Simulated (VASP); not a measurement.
Wanted: the native input for a VASP 6.6.1 run.

| Property | Result |
| --- | --- |
| Task | relaxation of cell and atoms |
| Functional | PBE |
| Potentials or basis | VASP PAW PBE potentials, release 64 (Cu, I) |
| Cutoff | 600 eV |
| k mesh | 8 × 8 × 8 |
| Occupations | gaussian, width 0.03 eV |
| Spin | no spin polarisation |
| Further INCAR settings | ALGO = Normal; EDIFF = 1e-07; IBRION = 2; EDIFFG = -0.005; NSW = 90; ISIF = 3 |

The structure of CuI (Marshite) lies in POSCAR:

```
CuI                                     
1.0
    0.0000000000      3.0398286185      3.0398286185
    3.0398286185      0.0000000000      3.0398286185
    3.0398286185      3.0398286185      0.0000000000
  Cu              I             
     1     1
Direct
     0.2500000000000000    0.2500000000000000    0.2500000000000000
     0.0000000000000000    0.0000000000000000    0.0000000000000000
```

The input as run:

INCAR

```
SYSTEM = CuI
ALGO     = Normal         ! electronic algorithm
EDIFF    = 1E-7           ! SCF threshold, eV
EDIFFG   = -0.005         ! ionic threshold
ENCUT    = 600            ! plane-wave cutoff, eV
GGA      = PE             ! functional
IBRION   = 2              ! ionic algorithm
ISIF     = 3              ! what is computed and relaxed
ISMEAR   = 0              ! smearing method
LASPH    = .TRUE.         ! aspherical terms in the spheres
LCHARG   = .FALSE.        ! write CHGCAR
LREAL    = .FALSE.        ! projectors in reciprocal space
LWAVE    = .FALSE.        ! write WAVECAR
NELM     = 80             ! most SCF steps
NSW      = 90             ! ionic steps
PREC     = Accurate       ! precision mode
SIGMA    = 0.03           ! smearing width, eV
```

KPOINTS

```
k-points
0
G
  8 8 8
  0 0 0
```

Potentials or basis: VASP PAW PBE potentials, release 64 (Cu, I).

The run is started by

```console
$ cat potpaw_PBE.64/Cu/POTCAR potpaw_PBE.64/I/POTCAR > POTCAR
$ mpirun -np 1 vasp_std > vasp.out
```

Results of the run:

- Pressure after relaxing: 0.0 GPa
- Band gap on the k mesh: 1.12 eV, direct

Caveat: the relaxation stopped at its first step, so nothing moved; spin-orbit coupling is left out, which moves the levels of the heavy elements.

Run time: 13 s on 1 thread of Intel(R) Xeon(R) 6975P-C (Granite Rapids), on a shared host, peak memory 0.21 GiB.
